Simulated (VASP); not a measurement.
Method: PBE GGA, VASP's PBE PAW potentials (set 64) (plane waves; VASP 6.6.1).

A VASP calculation is set up with these files.

**KPOINTS**
```
kpoints
0
Gamma
  11 11 11
```

INCAR:
```
# general
SYSTEM =InN
PREC   =Accurate
ENCUT  =520   # plane-wave cut-off (eV)
LREAL  =.FALSE.   # projection in real space or not
LASPH  =.TRUE.

# electronic loop
EDIFF  =1E-6
NELM   =100
ALGO   =Normal
LMAXMIX=4   # l cut-off of mixed one-centre charges

# smearing
ISMEAR =1
SIGMA  =0.1

# functional
GGA    =PE   # PBE

# ions
IBRION =2
NSW    =60   # most ionic steps
ISIF   =3   # ions, shape and volume
EDIFFG =-0.01   # ionic stop

# output
LWAVE  =.FALSE.
LCHARG =.FALSE.
```

File POSCAR:
```
InN
1
    0.0000000000     2.5260545661     2.5260545661
    2.5260545661     0.0000000000     2.5260545661
    2.5260545661     2.5260545661     0.0000000000
In N
1 1
Direct
  0.0000000000   0.0000000000   0.0000000000
  0.2500000000   0.2500000000   0.2500000000
```

POTCAR, in this order: In_d N (PBE.64 set). Program: vasp_std.

The resulting files:

### OSZICAR
```
       N       E                     dE             d eps       ncg     rms          rms(c)
DAV:   1     0.131821079866E+03    0.13182E+03   -0.93426E+03  1461   0.185E+03
DAV:   2    -0.114387722320E+01   -0.13296E+03   -0.12629E+03  1611   0.375E+02
DAV:   3    -0.125978929372E+02   -0.11454E+02   -0.11295E+02  1776   0.111E+02
DAV:   4    -0.129032712859E+02   -0.30538E+00   -0.30503E+00  1610   0.202E+01
DAV:   5    -0.129157932149E+02   -0.12522E-01   -0.12520E-01  1947   0.379E+00    0.969E+00
DAV:   6    -0.107354693998E+02    0.21803E+01   -0.83233E+00  2189   0.502E+01    0.538E+00
DAV:   7    -0.107010561079E+02    0.34413E-01   -0.58872E-01  1512   0.989E+00    0.214E+00
DAV:   8    -0.106887114835E+02    0.12345E-01   -0.10052E-01  1741   0.315E+00    0.585E-01
DAV:   9    -0.106851931808E+02    0.35183E-02   -0.91110E-03  2256   0.185E+00    0.227E-01
DAV:  10    -0.106856861615E+02   -0.49298E-03   -0.16018E-03  1531   0.377E-01    0.834E-02
DAV:  11    -0.106857239039E+02   -0.37742E-04   -0.67094E-05  1896   0.868E-02    0.199E-02
DAV:  12    -0.106857233313E+02    0.57267E-06   -0.30871E-05  1714   0.591E-02    0.137E-02
DAV:  13    -0.106857223367E+02    0.99454E-06   -0.42876E-06  1868   0.407E-02
   1 F= -.10685722E+02 E0= -.10685764E+02  d E =-.106857E+02
```

### OUTCAR
```
------------------------ aborting loop because EDIFF is reached ----------------------------------------
  FORCE on cell =-STRESS in cart. coord.  units (eV):
  Direction    XX          YY          ZZ          XY          YZ          ZX
  --------------------------------------------------------------------------------------
  Total       -0.0081532     -0.0081532     -0.0081532      0.0000000     -0.0000000      0.0000000
  in kB       -0.4052095     -0.4052095     -0.4052095      0.0000000     -0.0000000      0.0000000
  external PRESSURE =      -0.4052095 kB  Pullay stress =       0.0000000 kB
  volume of cell :       32.24
      direct lattice vectors                 reciprocal lattice vectors
     0.000000000  2.526054566  2.526054566    -0.197937134  0.197937134  0.197937134
     2.526054566  0.000000000  2.526054566     0.197937134 -0.197937134  0.197937134
     2.526054566  2.526054566  0.000000000     0.197937134  0.197937134 -0.197937134
 POSITION                                       TOTAL-FORCE (eV/Angst)
 -----------------------------------------------------------------------------------
      0.00000      0.00000      0.00000        -0.000000     -0.000000     -0.000000
      1.26303      1.26303      1.26303         0.000000      0.000000      0.000000
 -----------------------------------------------------------------------------------
    total drift:                               -0.000000     -0.000000     -0.000000
  FREE ENERGIE OF THE ION-ELECTRON SYSTEM (eV)
  ---------------------------------------------------
  free  energy   TOTEN  =       -10.6857223367 eV

  energy  without entropy=      -10.6858462655  energy(sigma->0) =      -10.68576365

 reached required accuracy - stopping structural energy minimisation
```
(Selected blocks of OUTCAR.)

The compound is InN in the zinc blende structure, a metastable form; wurtzite is the usual one. It was relaxed first. The start is the result of an earlier pass.
